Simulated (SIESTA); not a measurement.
# Ba (Im-3m) in SIESTA: reference runs, part 3 of 3

SIESTA 5.4.2. The steps go on from the part before.

## Step 5: Single point, PBE, 60.47 Å³/atom

Contents of Ba.fdf:

```
SystemName                      Barium
SystemLabel                     Ba
NumberOfSpecies                 1
NumberOfAtoms                   1
%block ChemicalSpeciesLabel
  1  56 Ba
%endblock ChemicalSpeciesLabel

LatticeConstant                 1.0 Ang
%block LatticeVectors
    -2.4726242257     2.4726242257     2.4726242257
     2.4726242257    -2.4726242257     2.4726242257
     2.4726242257     2.4726242257    -2.4726242257
%endblock LatticeVectors
AtomicCoordinatesFormat         Ang
%block AtomicCoordinatesAndAtomicSpecies
     0.0000000000     0.0000000000     0.0000000000  1
%endblock AtomicCoordinatesAndAtomicSpecies

%block kgrid.MonkhorstPack
    8   0   0  0.0
    0   8   0  0.0
    0   0   8  0.0
%endblock kgrid.MonkhorstPack
XC.Functional                   GGA
XC.Authors                      PBE
PAO.BasisSize                   DZP
PAO.EnergyShift                 0.003 Ry
Mesh.Cutoff                     500 Ry
OccupationFunction              FD
ElectronicTemperature           0.05 eV
MaxSCFIterations                120
SCF.MustConverge                false
SCF.Mixer.Method                Pulay
SCF.Mixer.Weight                0.25
SCF.Mixer.History               8
SCF.DM.Tolerance                5.0e-05
SCF.H.Tolerance                 1.0e-03 eV
WriteForces                     true
Charge.Mulliken                 end
%block PAO.Basis
  Ba 5
  n=5 0 2
    4.395 0.000
  n=6 0 2
    9.500 0.000
  n=5 1 2
    5.243 0.000
  n=6 1 1
    9.500
  n=5 2 1
    7.000
%endblock PAO.Basis
```

Started as:

```bash
siesta < Ba.fdf > Ba.out 2>&1
```

Wall time 34 s (1 thread of Intel Xeon at 2.50GHz (Skylake/Cascade Lake), shared host); peak memory 0.21 GiB.

It converged, with:

- Free energy: -764.1403 eV
- Pressure: 0.2 GPa
- Band gap on the k mesh: none (metal or under the smearing width)

Caveat: this set's barium file shifts pressures by up to 1 GPa against other sets; the basis of atomic orbitals isn't converged, which shifts pressures, moduli and gaps.

## Step 6: Single point, PBE, 61.73 Å³/atom

Ba.fdf: that of step 5 with these lines changed.

```diff
@@ -10,5 +10,5 @@
 %block LatticeVectors
-    -2.4726242257     2.4726242257     2.4726242257
-     2.4726242257    -2.4726242257     2.4726242257
-     2.4726242257     2.4726242257    -2.4726242257
+    -2.4896773455     2.4896773455     2.4896773455
+     2.4896773455    -2.4896773455     2.4896773455
+     2.4896773455     2.4896773455    -2.4896773455
 %endblock LatticeVectors
```

Potentials or basis: PseudoDojo 0.4 standard (PBE files), DZP (energy shift 0.003 Ry; two zetas on semicore shells; d shell added on Ba).

Started as:

```bash
siesta < Ba.fdf > Ba.out 2>&1
```

Run time: 32 s. Hardware: 1 thread of Intel Xeon at 2.50GHz (Skylake/Cascade Lake), shared host; peak memory 0.21 GiB.

The run converged. Its results:

| Quantity | Value |
| --- | --- |
| Free energy | -764.1410 eV |
| Pressure | 0.0 GPa |
| Band gap on the k mesh | none (metal or under the smearing width) |

Caveat: this set's barium file shifts pressures by up to 1 GPa against other sets; the basis of atomic orbitals isn't converged, which shifts pressures, moduli and gaps.

## Step 7: Single point, PBE, 64.25 Å³/atom

Ba.fdf: that of step 6 with these lines changed.

```diff
@@ -10,5 +10,5 @@
 %block LatticeVectors
-    -2.4896773455     2.4896773455     2.4896773455
-     2.4896773455    -2.4896773455     2.4896773455
-     2.4896773455     2.4896773455    -2.4896773455
+    -2.5230998215     2.5230998215     2.5230998215
+     2.5230998215    -2.5230998215     2.5230998215
+     2.5230998215     2.5230998215    -2.5230998215
 %endblock LatticeVectors
```

Started as:

```bash
siesta Ba.fdf > Ba.out 2>&1
```

Wall time 35 s (1 thread of Intel Xeon at 2.50GHz (Skylake/Cascade Lake), shared host); peak memory 0.21 GiB.

It converged, with:

```
Free energy            : -764.1381 eV
Pressure               : -0.3 GPa
Band gap on the k mesh : none (metal or under the smearing width)
```

Caveat: this set's barium file shifts pressures by up to 1 GPa against other sets; the basis of atomic orbitals isn't converged, which shifts pressures, moduli and gaps.

## Step 8: Single point, PBE, 65.51 Å³/atom

Ba.fdf: that of step 7 with these lines changed.

```diff
@@ -10,5 +10,5 @@
 %block LatticeVectors
-    -2.5230998215     2.5230998215     2.5230998215
-     2.5230998215    -2.5230998215     2.5230998215
-     2.5230998215     2.5230998215    -2.5230998215
+    -2.5394840457     2.5394840457     2.5394840457
+     2.5394840457    -2.5394840457     2.5394840457
+     2.5394840457     2.5394840457    -2.5394840457
 %endblock LatticeVectors
```

Started as:

```bash
siesta < Ba.fdf > Ba.out 2>&1
```

It took 34 s on 1 thread of Intel Xeon at 2.50GHz (Skylake/Cascade Lake), shared host; peak memory 0.22 GiB.

It converged, with:

```yaml
Free_energy: -764.1348 eV
Pressure: -0.5 GPa
Band_gap_on_the_k_mesh: none (metal or under the smearing width)
```

Caveat: this set's barium file shifts pressures by up to 1 GPa against other sets; the basis of atomic orbitals isn't converged, which shifts pressures, moduli and gaps.

## Step 9: Single point, PBE, 66.77 Å³/atom

Ba.fdf: that of step 8 with these lines changed.

```diff
@@ -10,5 +10,5 @@
 %block LatticeVectors
-    -2.5394840457     2.5394840457     2.5394840457
-     2.5394840457    -2.5394840457     2.5394840457
-     2.5394840457     2.5394840457    -2.5394840457
+    -2.5556595394     2.5556595394     2.5556595394
+     2.5556595394    -2.5556595394     2.5556595394
+     2.5556595394     2.5556595394    -2.5556595394
 %endblock LatticeVectors
```

Potentials or basis: PseudoDojo 0.4 standard (PBE files), DZP (energy shift 0.003 Ry; two zetas on semicore shells; d shell added on Ba).

Started as:

```bash
siesta Ba.fdf > Ba.out 2>&1
```

It used 22 s of CPU time on 1 thread of Intel(R) Xeon(R) Processor @ 2.50GHz (Skylake/Cascade Lake), on a shared host, which was overloaded at the time.

Results (log left out):

```yaml
Free_energy: -764.1306 eV
Pressure: -0.6 GPa
Band_gap_on_the_k_mesh: none (metal or under the smearing width)
```

Caveat: this set's barium file shifts pressures by up to 1 GPa against other sets; the basis of atomic orbitals isn't converged, which shifts pressures, moduli and gaps.

## Step 10: Equation of state, PBE

No new run: the results of the series are fitted here.

Results:

```yaml
Equilibrium_volume: 61.66 Å³/atom
Bulk_modulus: 9.4 GPa
Pressure_derivative_of_the_bulk_modulus: "5.5 (rough: it moves with the points fitted)"
```

Energy against volume, from the lowest point:
| volume (Å³/atom) | energy (meV/atom) |
| --- | --- |
| 59.209 | 3.12 |
| 60.469 | 0.69 |
| 61.729 | 0.00 |
| 62.989 | 0.81 |
| 64.249 | 2.89 |
| 65.508 | 6.14 |
| 66.768 | 10.41 |

Caveat: this set's barium file shifts pressures by up to 1 GPa against other sets; the basis of atomic orbitals isn't converged, which shifts pressures, moduli and gaps.

## Step 11: The runs side by side

```csv
task,cell,gap on the mesh (eV),pressure (GPa)
single point,as given,none,-0.2
single point,cell strained at random at fixed volume,none,-0.2
equation of state,as given,-,-
```

Alike in all rows: level PBE; potentials or basis PseudoDojo 0.4 standard (PBE files), DZP (energy shift 0.003 Ry; two zetas on semicore shells; d shell added on Ba); no spin polarisation; k mesh 8 × 8 × 8; smearing fermi-dirac 0.05 eV; grid cutoff 500 Ry; energy shift 0.003 Ry.

Caveats: this set's barium file shifts pressures by up to 1 GPa against other sets; the basis of atomic orbitals isn't converged, which shifts pressures, moduli and gaps.

Absolute energies hang on the potentials; compare differences alone.
